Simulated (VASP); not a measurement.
Method: PBE GGA, VASP's PBE PAW potentials (set 64) (plane waves; VASP 6.6.1).

VASP ran on this input.

### INCAR
```
SYSTEM  =  BaSnO3
NELM  =  100
GGA  =  PE   # PBE
ISIF  =  2   # forces and stress, cell fixed
LMAXMIX  =  4
LASPH  =  .TRUE.
LCHARG  =  .FALSE.
SIGMA  =  0.05
ALGO  =  Normal   # blocked Davidson
ENCUT  =  360   # plane-wave cut-off (eV)
LWAVE  =  .FALSE.
EDIFF  =  1E-6   # SCF stop (eV)
PREC  =  Accurate
ISMEAR  =  -1   # Fermi-Dirac
LREAL  =  .FALSE.   # projection in real space or not
```

**POSCAR**
```
BaSnO3
1
    4.1434700000     0.0000000000     0.0000000000
    0.0000000000     4.1434700000     0.0000000000
    0.0000000000     0.0000000000     4.1434700000
Ba Sn O
1 1 3
Direct
  0.5000000000   0.5000000000   0.5000000000
  0.0000000000   0.0000000000   0.0000000000
  0.0000000000   0.5000000000   0.0000000000
  0.5000000000   0.0000000000   0.0000000000
  0.0000000000   0.0000000000   0.5000000000
```

**KPOINTS**
```
Automatic mesh
0
Gamma
6 6 6
0.5 0.5 0.5
```

POTCAR, in this order: Ba_sv Sn_d O (PBE.64 set). Program: vasp_std.

The run wrote:

### OSZICAR
```
       N       E                     dE             d eps       ncg     rms          rms(c)
DAV:   1     0.394011162774E+03    0.39401E+03   -0.17615E+04   510   0.172E+03
DAV:   2     0.338675654084E+01   -0.39062E+03   -0.38348E+03   589   0.448E+02
DAV:   3    -0.343993672396E+02   -0.37786E+02   -0.37566E+02   598   0.146E+02
DAV:   4    -0.360042516466E+02   -0.16049E+01   -0.16030E+01   723   0.281E+01
DAV:   5    -0.360330824135E+02   -0.28831E-01   -0.28826E-01   679   0.321E+00    0.134E+01
DAV:   6    -0.315521813261E+02    0.44809E+01   -0.23351E+01   750   0.627E+01    0.610E+00
DAV:   7    -0.315678400277E+02   -0.15659E-01   -0.14948E+00   575   0.755E+00    0.318E+00
DAV:   8    -0.315322242679E+02    0.35616E-01   -0.24799E-01   760   0.374E+00    0.633E-01
DAV:   9    -0.315245865592E+02    0.76377E-02   -0.62774E-02   800   0.239E+00    0.143E-01
DAV:  10    -0.315252578886E+02   -0.67133E-03   -0.52252E-03   719   0.834E-01    0.605E-02
DAV:  11    -0.315252636083E+02   -0.57197E-05   -0.91554E-04   792   0.309E-01    0.232E-02
DAV:  12    -0.315252587062E+02    0.49021E-05   -0.59671E-05   605   0.580E-02    0.114E-02
DAV:  13    -0.315252567098E+02    0.19964E-05   -0.13581E-05   688   0.231E-02    0.197E-03
DAV:  14    -0.315252564885E+02    0.22125E-06   -0.52785E-07   318   0.626E-03
   1 F= -.31525256E+02 E0= -.31525256E+02  d E =-.223614E-07
```

File OUTCAR:
```
------------------------ aborting loop because EDIFF is reached ----------------------------------------
  FORCE on cell =-STRESS in cart. coord.  units (eV):
  Direction    XX          YY          ZZ          XY          YZ          ZX
  --------------------------------------------------------------------------------------
  Total       -2.4996899     -2.4996899     -2.4996899     -0.0000000     -0.0000000      0.0000000
  in kB      -56.2994454    -56.2994454    -56.2994454     -0.0000000     -0.0000000      0.0000000
  external PRESSURE =     -56.2994454 kB  Pullay stress =       0.0000000 kB
  volume of cell :       71.14
      direct lattice vectors                 reciprocal lattice vectors
     4.143470000  0.000000000  0.000000000     0.241343608  0.000000000  0.000000000
     0.000000000  4.143470000  0.000000000     0.000000000  0.241343608  0.000000000
     0.000000000  0.000000000  4.143470000     0.000000000  0.000000000  0.241343608
 POSITION                                       TOTAL-FORCE (eV/Angst)
 -----------------------------------------------------------------------------------
      2.07173      2.07173      2.07173         0.000000      0.000000      0.000000
      0.00000      0.00000      0.00000         0.000000      0.000000      0.000000
      0.00000      2.07173      0.00000         0.000000      0.000000      0.000000
      2.07173      0.00000      0.00000         0.000000      0.000000      0.000000
      0.00000      0.00000      2.07173         0.000000      0.000000      0.000000
 -----------------------------------------------------------------------------------
    total drift:                               -0.000000      0.000000     -0.000000
  FREE ENERGIE OF THE ION-ELECTRON SYSTEM (eV)
  ---------------------------------------------------
  free  energy   TOTEN  =       -31.5252564885 eV

  energy  without entropy=      -31.5252564662  energy(sigma->0) =      -31.52525648
```
(Selected blocks of OUTCAR.)

At this cut-off the stress carries a Pulay error, which pulls relaxed volumes low.

The structure comes from a computed database's BaSnO3 entry; how it stands against other phases isn't given here. The cell was not relaxed at this level. The run is one of a series of settings (ENCUT = 360 against the base run), some of them coarse on purpose.
